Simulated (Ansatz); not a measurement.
**CdO (Monteponite) under changes of volume**

One of the cells (12.970 Å³/atom); the others are scaled copies at fixed shape and fractional positions:

```xyz
2
Lattice="0.0000 2.3495 2.3495 2.3495 0.0000 2.3495 2.3495 2.3495 0.0000" Properties=species:S:1:pos:R:3 pbc="T T T"
Cd    0.0000    0.0000    0.0000
O     2.3495    2.3495    2.3495
```

```yaml
Program: Ansatz 0.2.0
Functional: BLYP
Dispersion: D3(BJ)
Potentials_or_basis: Ansatz PAW
Cutoff: "420 eV (not typed: the program's choice for these potentials)"
k_mesh: 10 × 10 × 10
Occupations: fermi-dirac, width 0.05 eV
Spin: no spin polarisation
```

```csv
volume (Å³/atom),energy over the lowest point (meV/atom),pressure (GPa)
12.191,48.23,14.8
12.451,?,?
12.710,13.12,7.2
12.970,4.08,4.0
13.229,0.00,1.1
13.488,0.21,-1.4
13.748,4.42,-3.7
```

**Question.** What does the run at 12.451 Å³/atom give?

**Answer.** Energy over the lowest point 27.62 meV/atom; pressure 10.8 GPa.

Worked out: A Birch-Murnaghan fit of order 3 (a polynomial in V^(-2/3)) to the other rows has its minimum at 13.34 Å³/atom with B0 = V·E''(V) = 132 GPa and B' = 4.7. It gives 27.58 meV/atom at 12.451 Å³/atom, against the run's 27.62, and -dE/dV = 10.8 GPa, against 10.8.

Energies are extrapolated to zero smearing.

Caveats: pairwise dispersion overbinds metals, which lowers pressure and volume; the PAW data sets come from PBE, with cores solved anew for the run's functional, which leaves a small shift of forces and pressure.
